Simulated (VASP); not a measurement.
# SiC (Moissanite 3C) (F-43m) in VASP: notebook

The runs below take SiC (Moissanite 3C) through band structure, with PBEsol, RPBE, SCAN0, r2SCAN50, r2SCANh.

Program: VASP 6.6.1. These are calculated values, not measurements. Logs are shortened: lines on timing, memory, paths and dates and some standing lists are left out, and cuts for length are marked.

**Experimental background.**

From “Insight into the structural, elastic and electronic properties of a new orthorhombic 6O-SiC polytype”, 2020, pmc:7200658, for a bulk crystal of SiC: band gap 2.4 eV (indirect).

The runs below are set against these values where they give the same quantity.

### Step 1. The crystal as given

Symmetry: F-43m, No. 216, cubic system. The conventional cell has a = 4.358 Å, b = 4.358 Å, c = 4.358 Å, α = 90.00°, β = 90.00°, γ = 90.00°. Si (site symmetry -43m) is surrounded by 4 C at 1.89 Å. C (site symmetry -43m) has 4 Si at 1.89 Å as nearest neighbours.

### Step 2. Band structure, PBEsol

INCAR reads:

```
PREC = Accurate
ENCUT = 520
EDIFF = 1E-6
ISMEAR = -1
SIGMA = 0.05
LREAL = F
LASPH = T
NELM = 60
ALGO = Fast
ISIF = 2
LWAVE = F
LCHARG = F
GGA = PS
NBANDS = 11
```

KPOINTS reads:

```
Automatic mesh
0
Gamma
  10 10 10
```

POSCAR reads:

```
SiC
1.0
    0.0000000000      2.1790000000      2.1790000000
    2.1790000000      0.0000000000      2.1790000000
    2.1790000000      2.1790000000      0.0000000000
Si C
1 1
Direct
    0.0000000000      0.0000000000      0.0000000000
    0.7500000000      0.7500000000      0.7500000000
```

KPOINTS_OPT reads:

```
path GXWKGLUWLK,UX
10
line-mode
reciprocal
 0.0000000000  0.0000000000  0.0000000000  G
 0.5000000000  0.0000000000  0.5000000000  X

 0.5000000000  0.0000000000  0.5000000000  X
 0.5000000000  0.2500000000  0.7500000000  W

 0.5000000000  0.2500000000  0.7500000000  W
 0.3750000000  0.3750000000  0.7500000000  K

 0.3750000000  0.3750000000  0.7500000000  K
 0.0000000000  0.0000000000  0.0000000000  G

 0.0000000000  0.0000000000  0.0000000000  G
 0.5000000000  0.5000000000  0.5000000000  L

 0.5000000000  0.5000000000  0.5000000000  L
 0.6250000000  0.2500000000  0.6250000000  U

 0.6250000000  0.2500000000  0.6250000000  U
 0.5000000000  0.2500000000  0.7500000000  W

 0.5000000000  0.2500000000  0.7500000000  W
 0.5000000000  0.5000000000  0.5000000000  L

 0.5000000000  0.5000000000  0.5000000000  L
 0.3750000000  0.3750000000  0.7500000000  K

 0.6250000000  0.2500000000  0.6250000000  U
 0.5000000000  0.0000000000  0.5000000000  X
```

Potentials or basis: VASP PAW PBE potentials, release 64 (Si, C).

Started as:

```console
cat potpaw_PBE.64/Si/POTCAR potpaw_PBE.64/C/POTCAR > POTCAR
mpirun -np 1 vasp_std > vasp.out
```

OUTCAR:

```text
PREC = Accurate
   ENCUT = 520
   EDIFF = 1E-6
   ISMEAR = -1
   LREAL = F
   LASPH = T
   NELM = 60
   ISIF = 2
   GGA = PS

 ion  position               nearest neighbor table
   1  0.000  0.000  0.000-   2 1.89   2 1.89   2 1.89   2 1.89
   2  0.750  0.750  0.750-   1 1.89   1 1.89   1 1.89   1 1.89

  LATTYP: Found a face centered cubic cell.
 ALAT       =     4.3580000000

  Lattice vectors:

 A1 = (   0.0000000000,   2.1790000000,   2.1790000000)
 A2 = (   2.1790000000,   0.0000000000,   2.1790000000)
 A3 = (   2.1790000000,   2.1790000000,   0.0000000000)

Analysis of symmetry for initial positions (statically):
=====================================================================
 Subroutine PRICEL returns:
 Original cell was already a primitive cell.

 Routine SETGRP: Setting up the symmetry group for a
 face centered cubic supercell.

 Subroutine GETGRP returns: Found 24 space group operations
 (whereof 24 operations were pure point group operations)
 out of a pool of 48 trial point group operations.

The static configuration has the point symmetry T_d .

Analysis of symmetry for dynamics (positions and initial velocities):
=====================================================================
 Subroutine PRICEL returns:
 Original cell was already a primitive cell.

 Routine SETGRP: Setting up the symmetry group for a
 face centered cubic supercell.

 Subroutine GETGRP returns: Found 24 space group operations
 (whereof 24 operations were pure point group operations)
 out of a pool of 48 trial point group operations.

The dynamic configuration has the point symmetry T_d .

 Subroutine INISYM returns: Found 24 space group operations
 (whereof 24 operations are pure point group operations),
 and found     1 'primitive' translations

----------------------------------------------------------------------------------------

                                     Primitive cell

  volume of cell :      20.6920

  direct lattice vectors                    reciprocal lattice vectors
     0.000000000  2.179000000  2.179000000    -0.229463056  0.229463056  0.229463056
     2.179000000  0.000000000  2.179000000     0.229463056 -0.229463056  0.229463056
     2.179000000  2.179000000  0.000000000     0.229463056  0.229463056 -0.229463056

  length of vectors
     3.081571352  3.081571352  3.081571352     0.397441672  0.397441672  0.397441672

  position of ions in fractional coordinates (direct lattice)
     0.000000000  0.000000000  0.000000000
     0.750000000  0.750000000  0.750000000

  ion indices of the primitive-cell ions
   primitive index   ion index
                 1           1
                 2           2

----------------------------------------------------------------------------------------

 KPOINTS: Automatic mesh

Automatic generation of k-mesh.
 Grid dimensions read from file:
 generate k-points for:   10   10   10

 Generating k-lattice:

  Cartesian coordinates                     Fractional coordinates (reciprocal lattice)
    -0.022946306  0.022946306  0.022946306     0.100000000  0.000000000  0.000000000
     0.022946306 -0.022946306  0.022946306     0.000000000  0.100000000  0.000000000
     0.022946306  0.022946306 -0.022946306     0.000000000  0.000000000  0.100000000

  Length of vectors
     0.039744167  0.039744167  0.039744167

  Shift w.r.t. Gamma in fractional coordinates (k-lattice)
     0.000000000  0.000000000  0.000000000

 Subroutine IBZKPT returns following result:
 ===========================================

 Found     47 irreducible k-points:

 Following reciprocal coordinates:
            Coordinates               Weight
  0.000000  0.000000  0.000000      1.000000
  0.100000  0.000000  0.000000      8.000000
  0.200000  0.000000  0.000000      8.000000
  0.300000  0.000000  0.000000      8.000000
  0.400000  0.000000  0.000000      8.000000
  0.500000  0.000000  0.000000      4.000000
[... 16 lines left out ...]
  0.300000  0.300000  0.000000      6.000000
  0.400000  0.300000  0.000000     24.000000
 [... further k-points ...]
   k-points           NKPTS =     47   k-points in BZ     NKDIM =     47   number of bands    NBANDS=     11
   number of dos      NEDOS =    301   number of ions     NIONS =      2
   total plane-waves  NPLWV =  13824
   dimension x,y,z NGX =    24 NGY =   24 NGZ =   24
   dimension x,y,z NGXF=    48 NGYF=   48 NGZF=   48
   ions per type =               1   1
   NGX,Y,Z   is equivalent  to a cutoff of  12.95, 12.95, 12.95 a.u.
   NGXF,Y,Z  is equivalent  to a cutoff of  25.90, 25.90, 25.90 a.u.
 SYSTEM =  unknown system
   PREC   = accura    normal or accurate (medium, high low for compatibility)
   ISTART =      0    job   : 0-new  1-cont  2-samecut
   ICHARG =      2    charge: 1-file 2-atom 10-const
   ISPIN  =      1    spin polarized calculation?
   LNONCOLLINEAR =      F non collinear calculations
   LSORBIT =      F    spin-orbit coupling
   LASPH  =      T    aspherical Exc in radial PAW
   ENCUT  =  520.0 eV  38.22 Ry    6.18 a.u.   5.73  5.73  5.73*2*pi/ulx,y,z
   NELM   =     60;   NELMIN=  2; NELMDL= -5     # of ELM steps
   EDIFF  = 0.1E-05   stopping-criterion for ELM
   LREAL  =      F    real-space projection
   EDIFFG = 0.1E-04   stopping-criterion for IOM
   NSW    =      0    number of steps for IOM
   IBRION =     -1    ionic relax: 0-MD 1-quasi-New 2-CG
   NFREE  =      0    steps in history (QN), initial steepest desc. (CG)
   ISIF   =      2    stress and relaxation
   ISYM   =      2    0-nonsym 1-usesym 2-fastsym
   POTIM  = 0.5000    time-step for ionic-motion
   TEBEG  =    0.0;   TEEND  =   0.0 temperature during run
   PSTRESS=    0.0 pullay stress
   NELECT =       8.0000    total number of electrons
   NUPDOWN=      -1.0000    fix difference up-down
   EMIN   =  10.00;   EMAX   =-10.00  energy-range for DOS
   EFERMI =   0.00;   METHOD = LEGACY
   ISMEAR =    -1;   SIGMA  =   0.05  broadening in eV -4-tet -1-fermi 0-gaus
   EFERMI_NEDOS =   21; number of points for ismear=-14 and -15
   IALGO  =     68    algorithm
   IMIX   =      4    mixing-type and parameters
     AMIX     =   0.40;   BMIX     =  1.00
     AMIX_MAG =   1.60;   BMIX_MAG =  1.00
  volume/ion in A,a.u.               =      10.35        69.82
  Fermi-wavevector in a.u.,A,eV,Ry     =   1.192626  2.253736 19.352338  1.422357
  Thomas-Fermi vector in A             =   2.328660
   LORBIT       =      0    0 simple, 1 ext, 2 COOP (PROOUT), +10 PAW based schemes
   GGA     = PS    functional components
   LHFCALC =     F    Hartree Fock is set to
   AEXX    =    0.0000 exact exchange contribution
   IVDW    =     0    specifies the selected vdW correction
   LEPSILON=     F    determine dielectric tensor
   LRPA    =     F    only Hartree local field effects (RPA)
 non-spin polarized calculation
 RMM-DIIS sequential band-by-band and
  energy-cutoff  :      520.00
  volume of cell :       20.69
 maximum number of plane-waves:       568
   NGX = 11   NGY = 11   NGZ = 11

 number of electron       8.0000001 magnetization

 Free energy of the ion-electron system (eV)
  ---------------------------------------------------
  ext. energy  EPLUGINS =         0.00000000
  ---------------------------------------------------
  free energy    TOTEN  =       -15.91499020 eV

  energy without entropy =      -15.91499014  energy(sigma->0) =      -15.91499017

 E-fermi :   8.6933     XC(G=0): -11.5049

 val. band max:        8.0571794641   @ k =   0.0000   0.0000   0.0000
 cond. band min:       9.2903690216   @ k =   0.5000   0.5000   0.0000
 fundamental gap:      1.2331895575
 Fermi energy:         8.6933416195

 k-point     1 :       0.0000    0.0000    0.0000
  band No.  band energies     occupation
      1      -7.3674      2.00000
      2       8.0572      1.99999
      3       8.0572      1.99999
      4       8.0572      1.99999
      5      14.2443      0.00000
      6      15.2989      0.00000
      7      15.2989      0.00000
      8      15.2989      0.00000
      9      22.5128      0.00000
     10      22.5128      0.00000
     11      24.3190      0.00000

 k-point     2 :       0.1000    0.0000    0.0000
  band No.  band energies     occupation
      1      -7.1712      2.00000
      2       7.0419      2.00000
      3       7.9223      2.00000
      4       7.9223      2.00000
      5      14.4955      0.00000
      6      15.5432      0.00000
      7      15.5432      0.00000
      8      15.5797      0.00000
      9      21.5369      0.00000
     10      21.5369      0.00000
     11      24.1250      0.00000

 k-point     3 :       0.2000    0.0000    0.0000
  band No.  band energies     occupation
      1      -6.5911      2.00000
      2       4.9114      2.00000
      3       7.6136      2.00000
      4       7.6136      2.00000
      5      14.1968      0.00000
      6      15.9002      0.00000
      7      15.9002      0.00000
      8      16.7752      0.00000
      9      20.8626      0.00000
     10      20.8626      0.00000
     11      23.2437      0.00000

 k-point     4 :       0.3000    0.0000    0.0000
  band No.  band energies     occupation
      1      -5.6615      2.00000
      2       2.5871      2.00000
      3       7.2964      2.00000
      4       7.2964      2.00000
      5      13.7884      0.00000
      6      15.7520      0.00000
      7      15.7520      0.00000
      8      17.7191      0.00000
      9      21.6884      0.00000
     10      21.6884      0.00000
     11      22.9908      0.00000
[... 239 lines left out ...]
 k-point    22 :      -0.2000    0.2000    0.0000
  band No.  band energies     occupation
      1      -5.3499      2.00000
      2       3.2414      2.00000
      3       4.8040      2.00000
      4       7.4075      2.00000
      5      14.5346      0.00000
      6      15.9877      0.00000
      7      16.3631      0.00000
      8      17.1398      0.00000
      9      19.4874      0.00000
     10      23.3528      0.00000
     11      27.1229      0.00000

 k-point    23 :       0.3000    0.3000    0.0000
  band No.  band energies     occupation
      1      -5.0834      2.00000
      2       3.6999      2.00000
      3       5.6742      2.00000
      4       5.6742      2.00000
      5      11.1127      0.00000
      6      13.5525      0.00000
      7      19.5270      0.00000
      8      19.5270      0.00000
      9      20.3864      0.00000
     10      25.0946      0.00000
     11      29.6683      0.00000

 k-point    24 :       0.4000    0.3000    0.0000
  band No.  band energies     occupation
      1      -4.2076      2.00000
      2       2.4707      2.00000
      3       4.8729      2.00000
      4       5.4106      2.00000
      5      10.8129      0.00000
      6      13.5682      0.00000
      7      19.6100      0.00000
      8      19.9195      0.00000
      9      21.7352      0.00000
     10      26.0702      0.00000
     11      29.2258      0.00000

 [... further k-points ...]

------------------------ aborting loop because EDIFF is reached ----------------------------------------

  FORCE on cell =-STRESS in cart. coord.  units (eV):
  Direction    XX          YY          ZZ          XY          YZ          ZX
  --------------------------------------------------------------------------------------
  -------------------------------------------------------------------------------------
  Total        0.0207869      0.0207869      0.0207869     -0.0000000      0.0000000     -0.0000000
  in kB        1.6095249      1.6095249      1.6095249     -0.0000000      0.0000000     -0.0000000
  external PRESSURE =       1.6095249 kB  Pullay stress =       0.0000000 kB

 VOLUME and BASIS-vectors are now :
 -----------------------------------------------------------------------------
  energy-cutoff  :      520.00
  volume of cell :       20.69
      direct lattice vectors                 reciprocal lattice vectors
     0.000000000  2.179000000  2.179000000    -0.229463056  0.229463056  0.229463056
     2.179000000  0.000000000  2.179000000     0.229463056 -0.229463056  0.229463056
     2.179000000  2.179000000  0.000000000     0.229463056  0.229463056 -0.229463056

 POSITION                                       TOTAL-FORCE (eV/Angst)
 -----------------------------------------------------------------------------------
      0.00000      0.00000      0.00000         0.000000      0.000000      0.000000
      3.26850      3.26850      3.26850        -0.000000     -0.000000     -0.000000
 -----------------------------------------------------------------------------------
    total drift:                               -0.000000     -0.000000     -0.000000

  FREE ENERGIE OF THE ION-ELECTRON SYSTEM (eV)
  ---------------------------------------------------
  free  energy   TOTEN  =       -15.9149901959 eV

  energy  without entropy=      -15.9149901417  energy(sigma->0) =      -15.91499017
```

Wall time 15 s (1 thread of Intel Xeon Platinum 8375C at 2.90GHz (Ice Lake), shared host); peak memory 0.14 GiB.

What came out:

- Free energy: -15.9150 eV
- Pressure: 0.2 GPa
- Band gap on the k mesh: 1.23 eV, indirect (least direct gap 4.44 eV)
- Band gap along the path: 1.23 eV, indirect (least direct gap 4.44 eV)

Levels at the corners of the path, in eV from the valence-band top:
```
point  band 2  band 3  band 4  band 5  band 6  band 7
    Γ    0.00    0.00    0.00    6.19    7.24    7.24
    X   -7.83   -3.21   -3.21    1.23    4.20   13.95
    X   -7.83   -3.21   -3.21    1.23    4.20   13.95
    W   -7.04   -5.05   -4.75    5.12    9.37    9.42
    W   -7.04   -5.05   -4.75    5.12    9.37    9.42
    K   -7.30   -5.61   -2.61    2.99    7.68   11.77
    K   -7.30   -5.61   -2.61    2.99    7.68   11.77
    Γ    0.00    0.00    0.00    6.19    7.24    7.24
    Γ    0.00    0.00    0.00    6.19    7.24    7.24
    L   -8.60   -1.06   -1.06    5.37    7.14    7.14
    L   -8.60   -1.06   -1.06    5.37    7.14    7.14
    U   -7.30   -5.61   -2.61    2.99    7.68   11.77
    U   -7.30   -5.61   -2.61    2.99    7.68   11.77
    W   -7.04   -5.05   -4.75    5.12    9.37    9.42
    W   -7.04   -5.05   -4.75    5.12    9.37    9.42
    L   -8.60   -1.06   -1.06    5.37    7.14    7.14
    L   -8.60   -1.06   -1.06    5.37    7.14    7.14
    K   -7.30   -5.61   -2.61    2.99    7.68   11.77
    U   -7.30   -5.61   -2.61    2.99    7.68   11.77
    X   -7.83   -3.21   -3.21    1.23    4.20   13.95
```

Caveat: the PAW data sets were made with another functional, which shifts forces and pressure a little.

### Step 3. Band structure, RPBE

POSCAR is that of step 2.

INCAR.step1 reads:

```
SYSTEM = SiC
ALGO = Fast ; EDIFF = 1E-6
ENCUT = 520 ; GGA = RP
ISIF = 2 ; ISMEAR = -1
LASPH = .True. ; LCHARG = .True.
LREAL = .False. ; LWAVE = .False.
NBANDS = 11 ; NELM = 60
PREC = Accurate ; SIGMA = 0.05
```

KPOINTS.step1 reads:

```
k-points
0
Gamma
  10 10 10
  0 0 0
```

INCAR.step2 reads:

```
SYSTEM = SiC
ALGO = Fast ; EDIFF = 1E-6
ENCUT = 520 ; GGA = RP
ICHARG = 11 ; ISIF = 2
ISMEAR = 0 ; LASPH = .True.
LCHARG = .False. ; LREAL = .False.
LWAVE = .False. ; NBANDS = 11
NELM = 60 ; PREC = Accurate
SIGMA = 0.05
```

KPOINTS.step2 reads:

```
path GXWKGLUWLK,UX
15
line-mode
reciprocal
 0.0000000000  0.0000000000  0.0000000000  G
 0.5000000000  0.0000000000  0.5000000000  X

 0.5000000000  0.0000000000  0.5000000000  X
 0.5000000000  0.2500000000  0.7500000000  W

 0.5000000000  0.2500000000  0.7500000000  W
 0.3750000000  0.3750000000  0.7500000000  K

 0.3750000000  0.3750000000  0.7500000000  K
 0.0000000000  0.0000000000  0.0000000000  G

 0.0000000000  0.0000000000  0.0000000000  G
 0.5000000000  0.5000000000  0.5000000000  L

 0.5000000000  0.5000000000  0.5000000000  L
 0.6250000000  0.2500000000  0.6250000000  U

 0.6250000000  0.2500000000  0.6250000000  U
 0.5000000000  0.2500000000  0.7500000000  W

 0.5000000000  0.2500000000  0.7500000000  W
 0.5000000000  0.5000000000  0.5000000000  L

 0.5000000000  0.5000000000  0.5000000000  L
 0.3750000000  0.3750000000  0.7500000000  K

 0.6250000000  0.2500000000  0.6250000000  U
 0.5000000000  0.0000000000  0.5000000000  X
```

Potentials or basis: VASP PAW PBE potentials, release 64 (Si, C).

Started as:

```console
cat potpaw_PBE.64/Si/POTCAR potpaw_PBE.64/C/POTCAR > POTCAR
cp INCAR.step1 INCAR
cp KPOINTS.step1 KPOINTS
mpirun -np 1 vasp_std > vasp.out
cp INCAR.step2 INCAR
cp KPOINTS.step2 KPOINTS
mpirun -np 1 vasp_std > vasp.out
```

Wall time 27 s (1 thread of Intel Xeon Platinum 8375C at 2.90GHz (Ice Lake), shared host); peak memory 0.15 GiB.

It converged, with:

```
Band gap on the k mesh  : 1.36 eV, indirect (least direct gap 4.54 eV)
Band gap along the path : 1.37 eV, indirect (least direct gap 4.54 eV)
```

Levels at the corners of the path, in eV from the valence-band top:
```csv
point,band 1,band 2,band 3,band 4,band 5,band 6,band 7,band 8,band 9
Γ,-15.42,0.00,0.00,0.00,6.25,7.36,7.36,7.36,14.45
X,-10.44,-7.77,-3.17,-3.17,1.37,4.38,14.11,14.11,14.92
X,-10.44,-7.77,-3.17,-3.17,1.37,4.38,14.11,14.11,14.92
W,-10.21,-6.99,-4.97,-4.67,5.22,9.47,9.53,9.82,14.31
W,-10.21,-6.99,-4.97,-4.67,5.22,9.47,9.53,9.82,14.31
K,-10.44,-7.24,-5.52,-2.58,3.13,7.82,11.89,12.53,13.12
K,-10.44,-7.24,-5.52,-2.58,3.13,7.82,11.89,12.53,13.12
Γ,-15.42,0.00,0.00,0.00,6.25,7.36,7.36,7.36,14.45
Γ,-15.42,0.00,0.00,0.00,6.25,7.36,7.36,7.36,14.45
L,-11.87,-8.51,-1.04,-1.04,5.48,7.25,7.25,10.11,16.34
L,-11.87,-8.51,-1.04,-1.04,5.48,7.25,7.25,10.11,16.34
U,-10.44,-7.24,-5.52,-2.58,3.13,7.82,11.89,12.53,13.12
U,-10.44,-7.24,-5.52,-2.58,3.13,7.82,11.89,12.53,13.12
W,-10.21,-6.99,-4.97,-4.67,5.22,9.47,9.53,9.82,14.31
W,-10.21,-6.99,-4.97,-4.67,5.22,9.47,9.53,9.82,14.31
L,-11.87,-8.51,-1.04,-1.04,5.48,7.25,7.25,10.11,16.34
L,-11.87,-8.51,-1.04,-1.04,5.48,7.25,7.25,10.11,16.34
K,-10.44,-7.24,-5.52,-2.58,3.13,7.82,11.89,12.53,13.12
U,-10.44,-7.24,-5.52,-2.58,3.13,7.82,11.89,12.53,13.12
X,-10.44,-7.77,-3.17,-3.17,1.37,4.38,14.11,14.11,14.92
```

Caveat: the log is that of the step along the path at fixed density, whose energy, stress, charges and moments have no meaning; the PAW data sets were made with another functional, which shifts forces and pressure a little.

(Part 1 of 2 ends here.)
